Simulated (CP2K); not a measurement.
ZrO2 under changes of volume

One of the cells (10.990 Å³/atom); the others are scaled copies at fixed shape and fractional positions:

```
Zr O
1.0
     3.59928    0.00000    0.00000
     1.79964    3.11706    0.00000
     1.79964    1.03902    2.93880
Zr O
1 2
Direct
  0.00000 0.00000 0.00000
  0.75000 0.75000 0.75000
  0.25000 0.25000 0.25000
```

Measurements of this composition are mostly on another form, of space group No. 14.

```yaml
Program: CP2K 2026.2
Functional: PBEsol
Potentials_or_basis: POTENTIAL_UZH Zr GTH-PBE-q12, O GTH-PBE-q6; TZVP-MOLOPT-PBE-GTH basis
Density_cutoff: 8163 eV
k_mesh: 9 × 9 × 9
Occupations: fermi-dirac, width 0.1 eV
Spin: no spin polarisation
```

```tsv
volume (Å³/atom)	energy over the lowest point (meV/atom)	pressure (GPa)	gap on the mesh (eV)
10.331	31.18	16.8	3.59
10.551	?	?	?
10.770	2.51	4.5	3.48
10.990	0.00	-0.7	3.43
11.210	4.33	-5.5	3.37
11.430	14.82	-9.7	3.32
11.650	30.22	-13.5	3.27
```

Q: What does the run at 10.551 Å³/atom give?

A: Energy over the lowest point 12.64 meV/atom; pressure 10.3 GPa; gap on the mesh 3.54 eV.

Worked out: A Birch-Murnaghan fit of order 3 (a polynomial in V^(-2/3)) to the other rows has its minimum at 10.95 Å³/atom with B0 = V·E''(V) = 250 GPa and B' = 5.3. It gives 12.46 meV/atom at 10.551 Å³/atom, against the run's 12.64, and -dE/dV = 10.3 GPa, against 10.3. A straight line through the other rows of the gap, of slope -2.67 eV per unit of ln V, gives 3.53 eV, against the run's 3.54.

Energies are extrapolated to zero smearing.

Caveats: the potentials were made for another functional, which shifts forces and pressure; an odd mesh through Γ misses points on the zone boundary, where band edges often lie; the basis of atomic orbitals isn't converged, which shifts pressures, moduli and gaps. Spin-orbit coupling on Zr is left out.
